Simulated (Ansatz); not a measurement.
**SiC: random displacements**

Theory: Ansatz, DFT PBE, scalar-relativistic, plane waves, PAW. Settings: plane waves to 420 eV, k-mesh 6×6×6 (Γ-centred), Gaussian smearing 0.05 eV. No spin polarisation. Energies are free energies at this smearing, counted from the undisturbed cell; pressure is positive in compression.

The starting cell (as given, not relaxed at this level):

```
CELL_PARAMETERS angstrom
4.34800 0.00000 0.00000
0.00000 -4.34800 0.00000
0.00000 0.00000 -4.34800
ATOMIC_POSITIONS crystal
Si 0.00000 0.50000 0.50000
Si 0.50000 0.00000 0.50000
Si 0.50000 0.50000 0.00000
Si 0.00000 0.00000 0.00000
C 0.75000 0.75000 0.75000
C 0.25000 0.25000 0.75000
C 0.25000 0.75000 0.25000
C 0.75000 0.25000 0.25000
```

The atoms are displaced (Å, in the unstrained cell):

```tsv
atom	ux	uy	uz
Si1	-0.005	-0.023	0.038
Si2	-0.007	0.015	-0.074
Si3	0.007	-0.014	0.047
Si4	0.001	-0.031	-0.016
C5	-0.034	-0.028	0.047
C6	0.013	0.066	-0.019
C7	0.023	0.029	0.045
C8	0.002	-0.014	-0.068
```

Strain (Voigt, engineering shear): (-0.0045, -0.0117, -0.0079, 0.0337, -0.0157, 0.0335).

Task: What are the energy change, the stress and the forces?

Result: ΔE = 88.2 meV/atom; stress (xx, yy, zz, yz, xz, xy; compression positive) (12.48, 14.24, 12.44, -11.06, 6.48, -9.57) GPa; gap on the mesh 1.05 eV.
```csv
atom,Fx (eV/Å),Fy,Fz
Si1,0.26,0.55,-1.19
Si2,-0.80,-0.31,2.32
Si3,-0.18,1.15,-1.41
Si4,-1.10,1.14,-0.92
C5,2.16,0.66,-1.06
C6,-0.13,-2.29,0.82
C7,0.06,-1.03,-0.36
C8,-0.27,0.13,1.79
```

Cost: 1 run of about 0.27 core-minutes, on Arm Neoverse V2 (shared hosts).